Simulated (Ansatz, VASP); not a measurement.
## ZnSe: VASP beside Ansatz

```xyz
2
Lattice="0.0000 2.8621 2.8338 2.8621 0.0000 2.8338 2.8621 2.8621 0.0000" Properties=species:S:1:pos:R:3 pbc="T T T"
Zn    0.0000    0.0000    0.0000
Se    4.2932    4.2932    4.2507
```

Change from the starting cell: equal xx and yy strain of +1 %, crystal datasets.

Alike in both runs: task electric field gradients; functional LDA; k mesh 8 × 8 × 8; occupations fermi-dirac, width 0.03 eV; no spin polarisation.

```csv
,VASP,Ansatz
version,VASP 6.6.1,Ansatz 0.2.0
potentials or method,"VASP PAW LDA potentials, release 64 (Zn, Se), cutoff 520 eV","all-electron PAW with datasets made for the crystal, scalar-relativistic"
```

|  | VASP | Ansatz | Ansatz less VASP |
| --- | --- | --- | --- |
| pressure (GPa) | -4.2 | -4.4 | -0.26 |
| largest component of the traceless stress (GPa) | 0.26 | 0.26 | +0.001 |
| Vzz of the field gradient on the site that differs most (V/Å²) | -4.1 | -4.3 | -0.16 |

Ansatz ran all-electron here, so the differences hold the error of VASP's frozen core and of both bases.
